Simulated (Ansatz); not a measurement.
Runs of Ansatz 0.2.0 on Gd. It takes space group P6_3/mmc (No. 194, hexagonal). Conventional cell: a = 3.636 Å, b = 3.636 Å, c = 5.783 Å, α = 90.00°, β = 90.00°, γ = 120.00°. Around Gd (site symmetry -6m2) lie 12 Gd at 3.57 to 3.64 Å. 

| task | level | cell | k mesh | smearing | q mesh | points for each segment of the path | gap on the mesh (eV) | pressure (GPa) | moment (μB) | relaxed volume (Å³/atom) |
| --- | --- | --- | --- | --- | --- | --- | --- | --- | --- | --- |
| relaxation of cell and atoms | PBE | relaxed | 8 × 8 × 5 | fermi-dirac 0.05 eV | - | - | none | 0.0 | (a) | 33.66 |
| relaxation of cell and atoms | PBE+D3(BJ) | relaxed | 8 × 8 × 5 | fermi-dirac 0.05 eV | - | - | - | 0.0 | 15.21 | (b) |
| single point | PBE | as given | 8 × 8 × 5 | gaussian 0.023 eV | - | - | none | 0.6 | 15.19 | - |
| single point | PBE | as given | 8 × 8 × 5 | gaussian 0.016 eV | - | - | none | 0.6 | 15.19 | - |
| relaxation of cell and atoms | BLYP | relaxed | 8 × 8 × 5 | fermi-dirac 0.05 eV | - | - | none | 0.0 | 14.96 | 34.82 |
| phonons | LDA | as given | 6 × 6 × 4 | fermi-dirac 0.05 eV | 2 × 2 × 2 | 8 | none | - | 15.07 | - |
| single point | PBE | as given | 8 × 8 × 5 | gaussian 0.028 eV | - | - | none | 0.6 | 15.20 | - |
| single point | PBE | as given | 8 × 8 × 5 | gaussian 0.017 eV | - | - | none | 0.6 | 15.19 | - |

Alike in all rows: potentials or basis Ansatz PAW; spin collinear, ferromagnetic start; cutoff (eV) 420.

Problem. Fill in the values left out.

Solution. (a) 15.25; (b) 31.54.

Caveats: spin-orbit coupling is left out, which moves the levels of the heavy elements; the plane-wave basis is chosen anew once the cell has moved, so the energies of steps on either side of that aren't comparable (some runs); the PAW data sets come from PBE, with cores solved anew for the run's functional, which leaves a small shift of forces and pressure (some runs); the potentials were made for another functional, which shifts forces and pressure (some runs).

A k mesh can miss the band edges, and the runs leave out spin-orbit coupling on Gd.

A gap of «none» marks a metal or a gap under the smearing width.

Not every run made on this cell is shown here.
